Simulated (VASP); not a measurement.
A run of VASP 6.6.1:

Contents of INCAR:

```
SYSTEM = Cs
PREC     = Accurate       ! precision mode
ENCUT    = 520            ! plane-wave cutoff, eV
EDIFF    = 1E-6           ! SCF threshold, eV
ISMEAR   = 0              ! smearing method
SIGMA    = 0.15           ! smearing width, eV
LREAL    = .False.        ! projectors in reciprocal space
LASPH    = .True.         ! aspherical terms in the spheres
NELM     = 100            ! most SCF steps
ALGO     = Fast           ! electronic algorithm
ISIF     = 2              ! what is computed and relaxed
LWAVE    = .False.        ! write WAVECAR
LCHARG   = .True.         ! write CHGCAR
GGA      = CA             ! functional
LELF     = .True.         ! ELF
LVHAR    = .True.       
NBANDS   = 10             ! bands
```

Contents of KPOINTS:

```
regular mesh
0
Gamma
  12 12 12
  0 0 0
```

File POSCAR:

```
Cs
1.0
   -3.0225000000      2.9620500000      3.0225000000
    3.0225000000     -2.9620500000      3.0225000000
    3.0225000000      2.9620500000     -3.0225000000
Cs
1
Direct
    0.0000000000      0.0000000000      0.0000000000
```

Potentials or basis: VASP PAW LDA potentials, release 64 (Cs_sv).

Command:

```console
$ cat potpaw_LDA.64/Cs_sv/POTCAR > POTCAR
$ mpirun -np 1 vasp_std > vasp.out
```

Hardware: 1 thread of Intel(R) Xeon(R) 6975P-C (Granite Rapids) (shared host).

How long does it take, and how much memory?

It took 60 s on 1 thread of Intel(R) Xeon(R) 6975P-C (Granite Rapids) (shared host), peak memory 0.3 GiB. Counts: scf iterations 10, k points 163.
